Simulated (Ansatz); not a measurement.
## Sc: frozen-core PAW against all-electron methods

```
Sc
1.0
     3.25271    0.00000    0.00000
    -1.62635    2.81693    0.00000
     0.00000    0.00000    5.17869
Sc
2
Cartesian
  0.0000 1.8780 1.2947
  1.6264 0.9390 3.8840
```

Atom numbers follow the list: Sc1, Sc2.

The cell is COD entry 9011704, as deposited and not checked against the literature; nothing was relaxed. The listed cell was then made from it by scaling, straining or moving an atom.

Levels of theory: DFT, PBE, PAW with Ansatz's default frozen-core files, scalar-relativistic (Ansatz 0.2.0); DFT, PBE, all-electron PAW with datasets made for the crystal, scalar-relativistic (Ansatz 0.2.0); DFT, PBE, all-electron LAPW, scalar-relativistic (Ansatz 0.2.0).

For PAW: a Γ-centred 13×13×7 k mesh, Fermi–Dirac smearing of 0.03 eV, cutoff 420 eV, no spin polarisation. The crystal-made all-electron datasets (AE datasets) take a cutoff of 220 eV at this cell. LAPW targets a basis error of 0.5 meV/atom. The Ansatz runs share mesh, smearing and spin set-up. Plane-wave (PAW) pressures include the program's estimate of the Pulay term.

Stress and pressure are positive in compression.

The change that made this cell: volume scaled by 0.95.

In a metal, gradients converge slowly with the k mesh: the values move by tens of per cent from one mesh to another, at times in sign, so only the comparison on one mesh counts.

| quantity | PAW | AE datasets | LAPW |
| --- | --- | --- | --- |
| pressure (GPa) | 2.26 | 2.26 | 2.26 |
| stress xx (GPa) | 2.91 | 2.91 | 2.91 |
| stress zz (GPa) | 0.95 | 0.96 | 0.96 |
| field gradient Vzz at Sc1 (10²¹ V/m²) | 1.01 | 1.02 | – |

PAW's pressure differs from the LAPW value by about 0.01 GPa or less.
